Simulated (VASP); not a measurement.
# GaAs (F-43m) in VASP: further runs

The runs below take GaAs through dielectric tensor, with PBEsol.

All numbers are computed with VASP 6.6.1; they aren't measurements. Logs are shortened: lines on timing, memory, paths and dates and some standing lists are left out, and cuts for length are marked.

**1. The crystal as given**

Symmetry: F-43m, No. 216, cubic system. Conventional cell: a = 5.654 Å, b = 5.654 Å, c = 5.654 Å, α = 90.00°, β = 90.00°, γ = 90.00°. As (site symmetry -43m) is surrounded by 4 Ga at 2.45 Å. Ga (site symmetry -43m) has 4 As at 2.45 Å as nearest neighbours.

**2. Dielectric tensor, PBEsol**

INCAR

```
SYSTEM = GaAs
ALGO = Normal
EDIFF = 1E-8
ENCUT = 300
GGA = PS
ISIF = 2
ISMEAR = 0
LASPH = .True.
LCHARG = .False.
LEPSILON = .True.
LREAL = .False.
LWAVE = .False.
NELM = 100
PREC = Accurate
SIGMA = 0.01
```

KPOINTS

```
k-points
0
Gamma
  10 10 10
  0 0 0
```

POSCAR

```
GaAs
1.0
    0.0000000000      2.8268500000      2.8268500000
    2.8268500000      0.0000000000      2.8268500000
    2.8268500000      2.8268500000      0.0000000000
As Ga
1 1
Direct
    0.7500000000      0.7500000000      0.7500000000
    0.0000000000      0.0000000000      0.0000000000
```

Potentials or basis: VASP PAW PBE potentials, release 64 (As, Ga_d).

Started as:

```console
> cat potpaw_PBE.64/As/POTCAR potpaw_PBE.64/Ga_d/POTCAR > POTCAR
> mpirun -np 1 vasp_std > vasp.out
```

OUTCAR:

```text
SYSTEM = GaAs
   EDIFF = 1E-8
   ENCUT = 300
   GGA = PS
   ISIF = 2
   ISMEAR = 0
   LASPH = .True.
   LEPSILON = .True.
   LREAL = .False.
   NELM = 100
   PREC = Accurate

 Found     47 irreducible k-points:

 Following reciprocal coordinates:
            Coordinates               Weight
  0.000000  0.000000  0.000000      1.000000
  0.100000  0.000000  0.000000      8.000000
  0.200000  0.000000  0.000000      8.000000
  0.300000  0.000000  0.000000      8.000000
  0.400000  0.000000  0.000000      8.000000
  0.500000  0.000000  0.000000      4.000000
   k-points           NKPTS =     47   k-points in BZ     NKDIM =     47   number of bands    NBANDS=     13
   number of dos      NEDOS =    301   number of ions     NIONS =      2
   total plane-waves  NPLWV =  13824
   dimension x,y,z NGX =    24 NGY =   24 NGZ =   24
   dimension x,y,z NGXF=    48 NGYF=   48 NGZF=   48
   ions per type =               1   1
   NGX,Y,Z   is equivalent  to a cutoff of   9.98,  9.98,  9.98 a.u.
   NGXF,Y,Z  is equivalent  to a cutoff of  19.96, 19.96, 19.96 a.u.
 SYSTEM =  GaAs
   PREC   = accura    normal or accurate (medium, high low for compatibility)
   ISTART =      0    job   : 0-new  1-cont  2-samecut
   ICHARG =      2    charge: 1-file 2-atom 10-const
   ISPIN  =      1    spin polarized calculation?
   LNONCOLLINEAR =      F non collinear calculations
   LSORBIT =      F    spin-orbit coupling
   LASPH  =      T    aspherical Exc in radial PAW
   ENCUT  =  300.0 eV  22.05 Ry    4.70 a.u.   5.65  5.65  5.65*2*pi/ulx,y,z
   NELM   =    100;   NELMIN=  2; NELMDL= -5     # of ELM steps
   EDIFF  = 0.1E-07   stopping-criterion for ELM
   LREAL  =      F    real-space projection
   EDIFFG = 0.1E-06   stopping-criterion for IOM
   NSW    =      0    number of steps for IOM
   IBRION =     -1    ionic relax: 0-MD 1-quasi-New 2-CG
   NFREE  =      0    steps in history (QN), initial steepest desc. (CG)
   ISIF   =      2    stress and relaxation
   ISYM   =      2    0-nonsym 1-usesym 2-fastsym
   POTIM  = 0.5000    time-step for ionic-motion
   TEBEG  =    0.0;   TEEND  =   0.0 temperature during run
   PSTRESS=    0.0 pullay stress
   NELECT =      18.0000    total number of electrons
   NUPDOWN=      -1.0000    fix difference up-down
   EMIN   =  10.00;   EMAX   =-10.00  energy-range for DOS
   EFERMI =   0.00;   METHOD = LEGACY
   ISMEAR =     0;   SIGMA  =   0.01  broadening in eV -4-tet -1-fermi 0-gaus
   EFERMI_NEDOS =   21; number of points for ismear=-14 and -15
   IALGO  =     38    algorithm
   IMIX   =      4    mixing-type and parameters
     AMIX     =   0.40;   BMIX     =  1.00
     AMIX_MAG =   1.60;   BMIX_MAG =  1.00
  volume/ion in A,a.u.               =      22.59       152.44
  Fermi-wavevector in a.u.,A,eV,Ry     =   1.204628  2.276417 19.743799  1.451128
  Thomas-Fermi vector in A             =   2.340347
   LORBIT       =      0    0 simple, 1 ext, 2 COOP (PROOUT), +10 PAW based schemes
   GGA     = PS    functional components
   LHFCALC =     F    Hartree Fock is set to
   AEXX    =    0.0000 exact exchange contribution
   IVDW    =     0    specifies the selected vdW correction
   LEPSILON=     T    determine dielectric tensor
   LRPA    =     F    only Hartree local field effects (RPA)
 non-spin polarized calculation
 Gauss-broadening in eV      SIGMA  =   0.01
  energy-cutoff  :      300.00
  volume of cell :       45.18
 maximum number of plane-waves:       547
   NGX = 11   NGY = 11   NGZ = 11

--------------------------------------- Ionic step        1  -------------------------------------------

 number of electron      18.0000029 magnetization

 E-fermi :   3.9120     XC(G=0):  -9.7732

 val. band max:        3.8036282581   @ k =   0.0000   0.0000   0.0000
 cond. band min:       4.2589103987   @ k =   0.0000   0.0000   0.0000
 fundamental gap:      0.4552821406
 Fermi energy:         3.9120289057

 k-point     1 :       0.0000    0.0000    0.0000
  band No.  band energies     occupation
      1     -10.9547      2.00000
      2     -10.9547      2.00000
      3     -10.9547      2.00000
      4     -10.8745      2.00000
      5     -10.8745      2.00000
      6      -8.9491      2.00000
      7       3.8036      2.00000
      8       3.8036      2.00000
      9       3.8036      2.00000
     10       4.2589      0.00000
     11       7.4936      0.00000
     12       7.4936      0.00000
     13       7.4936      0.00000

 k-point     2 :       0.1000    0.0000    0.0000
  band No.  band energies     occupation
      1     -10.9640      2.00000
      2     -10.9523      2.00000
      3     -10.9523      2.00000
      4     -10.8746      2.00000
      5     -10.8746      2.00000
      6      -8.8307      2.00000
      7       2.2679      2.00000
      8       3.6430      2.00000
      9       3.6430      2.00000
     10       5.2369      0.00000
     11       7.7308      0.00000
     12       7.7309      0.00000
     13       7.7336      0.00000

 k-point     3 :       0.2000    0.0000    0.0000
  band No.  band energies     occupation
      1     -10.9865      2.00000
      2     -10.9465      2.00000
      3     -10.9465      2.00000
      4     -10.8746      2.00000
      5     -10.8746      2.00000
      6      -8.4909      2.00000
      7       0.4780      2.00000
      8       3.2976      2.00000
      9       3.2976      2.00000
     10       5.3287      0.00000
     11       8.1919      0.00000
     12       8.1919      0.00000
     13       8.8934      0.00000

 k-point     4 :       0.3000    0.0000    0.0000
  band No.  band energies     occupation
      1     -11.0116      2.00000
      2     -10.9404      2.00000
      3     -10.9404      2.00000
      4     -10.8735      2.00000
      5     -10.8735      2.00000
      6      -7.9817      2.00000
      7      -1.1419      2.00000
      8       2.9612      2.00000
      9       2.9612      2.00000
     10       5.0413      0.00000
     11       8.4413      0.00000
     12       8.4413      0.00000
     13      10.4816      0.00000

 k-point     5 :       0.4000    0.0000    0.0000
  band No.  band energies     occupation
      1     -11.0302      2.00000
      2     -10.9364      2.00000
      3     -10.9364      2.00000
      4     -10.8716      2.00000
      5     -10.8716      2.00000
      6      -7.4376      2.00000
      7      -2.3764      2.00000
      8       2.7340      2.00000
      9       2.7340      2.00000
     10       4.8129      0.00000
     11       8.4270      0.00000
     12       8.4270      0.00000
     13      11.3857      0.00000

 k-point     6 :       0.5000    0.0000    0.0000
  band No.  band energies     occupation
      1     -11.0371      2.00000
      2     -10.9351      2.00000
      3     -10.9351      2.00000
      4     -10.8706      2.00000
      5     -10.8706      2.00000
      6      -7.1698      2.00000
      7      -2.8779      2.00000
      8       2.6550      2.00000
      9       2.6550      2.00000
     10       4.7321      0.00000
     11       8.3878      0.00000
     12       8.3878      0.00000
     13      11.3860      0.00000

 [... further k-points ...]

  FORCE on cell =-STRESS in cart. coord.  units (eV):
  Direction    XX          YY          ZZ          XY          YZ          ZX
  --------------------------------------------------------------------------------------
  -------------------------------------------------------------------------------------
  Total        0.0820057      0.0820057      0.0820057     -0.0000000      0.0000000     -0.0000000
  in kB        2.9081457      2.9081457      2.9081457     -0.0000000      0.0000000     -0.0000000
  external PRESSURE =       2.9081457 kB  Pullay stress =       0.0000000 kB

 VOLUME and BASIS-vectors are now :
 -----------------------------------------------------------------------------
  energy-cutoff  :      300.00
  volume of cell :       45.18
      direct lattice vectors                 reciprocal lattice vectors
     0.000000000  2.826850000  2.826850000    -0.176875321  0.176875321  0.176875321
     2.826850000  0.000000000  2.826850000     0.176875321 -0.176875321  0.176875321
     2.826850000  2.826850000  0.000000000     0.176875321  0.176875321 -0.176875321

 POSITION                                       TOTAL-FORCE (eV/Angst)
 -----------------------------------------------------------------------------------
      4.24027      4.24027      4.24027         0.000000      0.000000      0.000000
      0.00000      0.00000      0.00000        -0.000000     -0.000000     -0.000000
 -----------------------------------------------------------------------------------
    total drift:                               -0.000004     -0.000004     -0.000003

  FREE ENERGIE OF THE ION-ELECTRON SYSTEM (eV)
  ---------------------------------------------------
  free  energy   TOTEN  =        -9.0912942189 eV

  energy  without entropy=       -9.0912942189  energy(sigma->0) =       -9.09129422

 HEAD OF MICROSCOPIC STATIC DIELECTRIC TENSOR (INDEPENDENT PARTICLE, excluding Hartree and local field effects)
 ------------------------------------------------------
          25.725957    -0.000000     0.000000
           0.000000    25.725957     0.000000
          -0.000000     0.000000    25.725957
 ------------------------------------------------------

 Free energy of the ion-electron system (eV)
  ---------------------------------------------------
  ---------------------------------------------------
  free energy    TOTEN  =        -3.14597638 eV

  energy without entropy =       -3.14597638

------------------------ aborting loop because EDIFF is reached ----------------------------------------

--------------------------------------- Ionic step        2  -------------------------------------------

------------------------ aborting loop because EDIFF is reached ----------------------------------------

--------------------------------------- Ionic step        3  -------------------------------------------

 Free energy of the ion-electron system (eV)
  ---------------------------------------------------
  ---------------------------------------------------
  free energy    TOTEN  =        -3.14597720 eV

  energy without entropy =       -3.14597720

------------------------ aborting loop because EDIFF is reached ----------------------------------------

 PIEZOELECTRIC TENSOR FIELD DIRECTION 3  (e Angst)
 -----------------------------------------------------------------------------
    -0.00031  2.58770  0.00000           (  0.00000  0.01522  0.00000)
     2.58770 -0.00031  0.00000           (  0.01522  0.00000  0.00000)
     0.00000  0.00000 -0.00166           (  0.00000  0.00000 -0.00000)

 PIEZOELECTRIC TENSOR FIELD DIRECTION 3  (C/m^2)
 -----------------------------------------------------------------------------
    -0.00011  0.91767  0.00000
     0.91767 -0.00011  0.00000
     0.00000  0.00000 -0.00059

 MACROSCOPIC STATIC DIELECTRIC TENSOR (including local field effects in DFT)
 ------------------------------------------------------
          25.130237     0.000000     0.000000
          -0.000000    25.130237     0.000000
           0.000000    -0.000000    25.130237
 ------------------------------------------------------

 PIEZOELECTRIC TENSOR (including local field effects)  for field in x, y, z        (e  Angst)
          XX          YY          ZZ          XY          YZ          ZX
  --------------------------------------------------------------------------------
  x    -0.00000    -0.00000    -0.00000     0.00000     2.59483    -0.00000
  y     0.00000    -0.00000     0.00000    -0.00000     0.00000     2.59483
  z    -0.00000    -0.00000    -0.00000     2.59483    -0.00000     0.00000

 PIEZOELECTRIC TENSOR (including local field effects)  for field in x, y, z        (C/m^2)
          XX          YY          ZZ          XY          YZ          ZX
  --------------------------------------------------------------------------------
  x    -0.00000    -0.00000    -0.00000     0.00000     0.92020    -0.00000
  y     0.00000    -0.00000     0.00000    -0.00000     0.00000     0.92020
  z    -0.00000    -0.00000    -0.00000     0.92020    -0.00000     0.00000

 BORN EFFECTIVE CHARGES (including local field effects) (in |e|, cummulative output)
 ---------------------------------------------------------------------------------
 ion    1
    1    -2.18680    -0.00000     0.00000
    2    -0.00000    -2.18680    -0.00000
    3    -0.00000     0.00000    -2.18680
 ion    2
    1     2.18680     0.00000    -0.00000
    2     0.00000     2.18680     0.00000
    3     0.00000     0.00000     2.18680
```

It took 3.1 min on 1 thread of Intel Xeon Platinum 8259CL at 2.50GHz (Skylake/Cascade Lake), shared host; peak memory 0.24 GiB.

The run converged, but some of its settings lie outside the range that counts as converged, so its numbers aren't taken as properties of the crystal.

What came out:

| Property | Result |
| --- | --- |
| Band gap on the k mesh | 0.46 eV, direct |
| Electronic dielectric tensor (diagonal) | 25.13 |
| Born charges (mean of the diagonal) | As -2.19; Ga +2.19 e |

Caveat: the cutoff is under 1.25 times the usual one of these potentials, so pressure, stress and relaxed cells hold a basis-set (Pulay) error; the gap is small at this level, which inflates the dielectric constant; the PAW data sets were made with another functional, which shifts forces and pressure a little.

[end of part 1 of 3]
